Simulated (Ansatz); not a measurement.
Crystal: Zn.

```
CELL_PARAMETERS angstrom
-1.56904 1.56904 1.56904
1.56904 -1.56904 1.56904
1.56904 1.56904 -1.56904
ATOMIC_POSITIONS crystal
Zn 0.00000 0.00000 0.00000
```

This isn't the form of Zn at room conditions, which is hcp.

* Program: Ansatz 0.2.0
* Task: relaxation of cell and atoms
* Functional: HF
* Potentials or basis: Ansatz PAW
* Cutoff: 420 eV (not typed: the program's choice for these potentials)
* k mesh: 6 × 6 × 6
* Occupations: fermi-dirac, width 0.05 eV
* Spin: no spin polarisation

At the start: volume 15.45 Å³/atom.

Problem. How do energy, volume and symmetry change on relaxing?

Solution. It ends after 7 steps and the volume is 18.35 Å³/atom (+18.7 %); space group Im-3m (No. 229, to 0.05 Å).

Step by step:
```tsv
step	energy change (eV)	largest force (eV/Å)	volume (Å³)
1	0.0000	0.0000	15.45
2	-0.0844	0.0000	17.56
3	-0.0886	0.0000	18.17
4	-0.0885	0.0000	18.39
5	-0.0958	0.0000	18.39
6	-0.0959	0.0000	18.35
7	-0.0959	0.0000	18.35
```

Final structure:
```yaml
crystal:
  lattice:
    - [-1.66150, 1.66150, 1.66150]
    - [1.66150, -1.66150, 1.66150]
    - [1.66150, 1.66150, -1.66150]
  atoms:
    - { symbol: Zn, position: [0.00000, 0.00000, 0.00000] }
```

Caveat: the k mesh is coarse (spacing up to 0.47 Å⁻¹), so the values aren't converged, least of all with exact exchange; the volume moved by over 15 % at a fixed basis, so the end points are rough; the plane-wave basis is chosen anew once the cell has moved, so the energies of steps on either side of that aren't comparable; the pressure holds a Pulay correction of +0.4 GPa for the finite cutoff; the PAW data sets come from PBE, with cores solved anew for the run's functional, which leaves a small shift of forces and pressure.
